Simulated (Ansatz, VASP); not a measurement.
# HCl in two plane-wave programs, part 2 of 2

Wanted: the spread between two codes on one cell, functional and k mesh. The cell is taken from a series of runs on this material, whose earlier steps may have relaxed, scaled, displaced or heated it; both programs get it as it stands.

VASP 6.6.1 and Ansatz 0.2.0.

So far. Step 7 (Differences): The forces differ by 50 meV/Å r.m.s., where the r.m.s. force is 0.002 eV/Å in Ansatz and 0.048 eV/Å in VASP: the atoms lie near their places of rest in Ansatz, so a percentage would say little (all taken over all components).

## Step 8: Ansatz: single point, RPBE with D3(BJ)

Level of this step: Ansatz beside VASP: Kohn-Sham DFT, plane waves, RPBE with D3(BJ) (Ansatz).

A single point gives forces, pressure and levels at one fixed geometry, so differences don't come from the geometry; what else differs is listed under the comparison.

The cell is taken from a series of runs on this material, whose earlier steps may have relaxed, scaled, displaced or heated it; both programs get it as it stands.

Input file input.yaml:

```yaml
crystal:
  lattice:
    - [12.0, 0.0, 0.0]
    - [0.0, 12.3, 0.0]
    - [0.0, 0.0, 12.6]
  atoms:
    - { symbol: H, position: [0.50279, 0.49897, 0.44668] }
    - { symbol: Cl, position: [0.49813, 0.50145, 0.54883] }
kpoints:
  mp_grid: { grid: [1, 1, 1] }
hamiltonian:
  xc: rpbe
  dispersion: d3bj
scf:
  occupations: { method: fermi_dirac, width: 0.01 }
output:
  forces: true
```

The run is started by

```bash
ansatz run input.yaml --threads 4 --pin off --max-ram 8192MiB --backend cpu --events-out ev --progress --plain --runs-dir out
```

Numbers of over 12 decimals in the logs are rounded to 6 here.

Log:

```text
[...]
Crystal: 2 atoms, lattice volume = 1859.760 Å³
Basis set: ecut = 420 eV, 36331 PW (Γ), exchange–correlation on 162×180×180 points (8 copies of the dense FFT grid, shifted against one another)
Bands: 8, of which v1, the nominal top of the filled ones, is band 4 counted from 1 (3 counted from 0)
Symmetry: 1 space group operations
[...]
k-points: 1
[...]
SCF iter   1: F=—  HF=-1100.305928 eV  |F-HF|=—  |Δ(HF+E_count)|=         —  Δρ=5.19e-4  dr2=5.87e-3  ethr=1.77e-3  ⟨swp⟩=11.0  Hψ=95  notcnv=0
[...]
SCF iter   7: F=-1100.308766 eV  HF=-1100.308766 eV  |F-HF|=9.12e-10  |Δ(HF+E_count)|=   5.59e-8  Δρ=4.94e-7  dr2=8.93e-9  ethr=1.25e-9  ⟨swp⟩=5.0  Hψ=27  notcnv=0
SCF 1 converged in 7 iterations: F = -1100.308766 eV  dr2 = 8.93e-9
[...]
SCF converged after 7 iterations
Free energy (F): -1100.308766 eV
[...]
Internal energy: -1100.308766 eV  (E = F + TS)
E sigma→0 (E₀):  -1100.308766 eV
Fermi energy:    -4.503598 eV
[...]
--- Forces (eV/Å), atoms counted from 1 ---
  atom   1  H      0.00031255    -0.00016338    -0.00555767
  atom   2  Cl    -0.00031544     0.00016480     0.00563916
  max |Σ_I F_I| component: 8.15e-5 eV/Å
```

## Step 9: VASP: single point, RPBE with D3(BJ)

The same cell, functional, mesh and smearing now go to VASP, with its own data sets.

Input file INCAR:

```
SYSTEM = HCl
PREC = Accurate
ENCUT = 400
EDIFF = 1E-06
NELM = 120
ISMEAR = -1
SIGMA = 0.01
LREAL = .FALSE.
ALGO = Normal
GGA = RP
IVDW = 12
NBANDS = 10
LORBIT = 11
LWAVE = .FALSE.
LCHARG = .FALSE.
ISIF = 2
LASPH = .TRUE.
GGA_COMPAT = .FALSE.
EFERMI = MIDGAP
```

Input file POSCAR:

```
HCl
1.0
   12.0000000000      0.0000000000      0.0000000000
    0.0000000000     12.3000000000      0.0000000000
    0.0000000000      0.0000000000     12.6000000000
H Cl
1 1
Direct
    0.5027900000      0.4989700000      0.4466800000
    0.4981300000      0.5014500000      0.5488300000
```

Input file KPOINTS:

```
Automatic mesh
0
Gamma
1 1 1
0 0 0
```

PAW data sets: H and Cl (PBE family, release 64).

The run is started by

```bash
mpirun -np 8 vasp_gam
```

Log:

```text
[banner, memory and clock lines left out]
running    8 mpi-ranks, on    1 nodes
[...]
[... a notice as in an earlier step ...]

|                                                                             |
|               ----> ADVICE to this user running VASP <----                  |
|                                                                             |
|     You enforced a specific xc type in the INCAR file but a different       |
|     [... a line on the potential file left out ...]
|     I HOPE YOU KNOW WHAT YOU ARE DOING!                                     |
|                                                                             |

 LDA part: xc-table for (Slater+PW92), standard interpolation
 [... a notice as in an earlier step ...]

 POSCAR, INCAR and KPOINTS ok, starting setup
[...]
entering main loop
       N       E                     dE             d eps       ncg     rms          rms(c)
DAV:   1     0.790064701549E+02    0.79006E+02   -0.11049E+03    32   0.191E+02
DAV:   2     0.244224494508E+02   -0.54584E+02   -0.52231E+02    56   0.377E+01
DAV:   3    -0.458339717752E+01   -0.29006E+02   -0.28842E+02    56   0.418E+01
DAV:   4    -0.628476063455E+01   -0.17014E+01   -0.17007E+01    48   0.122E+01
[...]
DAV:  20    -0.610643785794E+01   -0.36896E-05   -0.11006E-07    48   0.941E-04    0.351E-04
DAV:  21    -0.610643957724E+01   -0.17193E-05   -0.27619E-08    40   0.456E-04    0.293E-04
DAV:  22    -0.610644011219E+01   -0.53496E-06   -0.89170E-10    48   0.139E-04
   1 F= -.61666636E+01 E0= -.61666636E+01  d E =0.000000E+00
```

OUTCAR, selected parts (step 9):

```text
 Edisp (eV)   -0.06022

  Total      -0.07222    -0.07272    -0.19965    -0.00001    -0.00282     0.00527
  in kB      -0.06222    -0.06265    -0.17199    -0.00001    -0.00243     0.00454
  external pressure =       -0.10 kB  Pullay stress =        0.00 kB

 POSITION                                       TOTAL-FORCE (eV/Angst)
 -----------------------------------------------------------------------------------
      6.03348      6.13733      5.62817        -0.003819      0.001828      0.088727
      5.97756      6.16783      6.91526         0.003819     -0.001828     -0.088727
 -----------------------------------------------------------------------------------
    total drift:                                0.000258      0.000227      0.000061

  FREE ENERGIE OF THE ION-ELECTRON SYSTEM (eV)
  ---------------------------------------------------
  free  energy   TOTEN  =        -6.1666635684 eV

  energy  without entropy=       -6.1666635684  energy(sigma->0) =       -6.16666357

[... 2 parts as in an earlier step ...]

[... 1 further part left out ...]
[key lines of the parts left out:]
E-fermi :  -4.5143
```

The PAW data sets were made with PBE, which is usual practice but a small mismatch for other functionals.

## Step 10: Differences

What differs besides the data sets and the points named for the pairs above, as far as they apply: Ansatz makes its cores anew for this functional, VASP keeps those of its PBE data sets. Total energies have different zeros and are not compared.

The two programs side by side:

| quantity | Ansatz | VASP | difference |
| --- | --- | --- | --- |
| gap on the k mesh (eV) | 6.732 | 6.766 | -0.034 |

Forces (eV/Å; atoms numbered as in POSCAR):

| atom | Ansatz x, y, z | VASP x, y, z |
| --- | --- | --- |
| H1 | 0.000, 0.000, -0.006 | -0.004, 0.002, 0.089 |
| Cl2 | 0.000, 0.000, 0.006 | 0.004, -0.002, -0.089 |

The forces differ by 55 meV/Å r.m.s., where the r.m.s. force is 0.003 eV/Å in Ansatz and 0.051 eV/Å in VASP: the atoms lie near their places of rest in Ansatz, so a percentage would say little (all taken over all components).

## Step 11: Outcome

```
r.m.s. force difference (single point, PBE with D3(BJ))  : 50 meV/Å
r.m.s. force difference (single point, PBE)              : 50 meV/Å
r.m.s. force difference (single point, RPBE with D3(BJ)) : 55 meV/Å
```

In words: The r.m.s. force difference is 55 meV/Å (single point, RPBE with D3(BJ)), beyond the 12 meV/Å picked in this series as the mark of a large difference. What causes the difference of the single point, PBE with D3(BJ) pair stays open here. What causes the difference of the single point, PBE pair stays open here. What causes the difference of the single point, RPBE with D3(BJ) pair stays open here. Such differences can come from data sets, numerical settings and the points named under the comparisons, not from the functional's error against experiment.

[Lines on the potential files, build, host, timing and source positions are cut from VASP's logs without a mark.]

[Logs are printed without paths, hosts, clocks, repeated set-up lines and the standing remarks that a program may print on its own settings, such as how far it seeks lower states.]

[Hosts, paths, dates, database ids (printed as entryN), source tags and the programs' standing remarks are cut or masked in the printed files.]
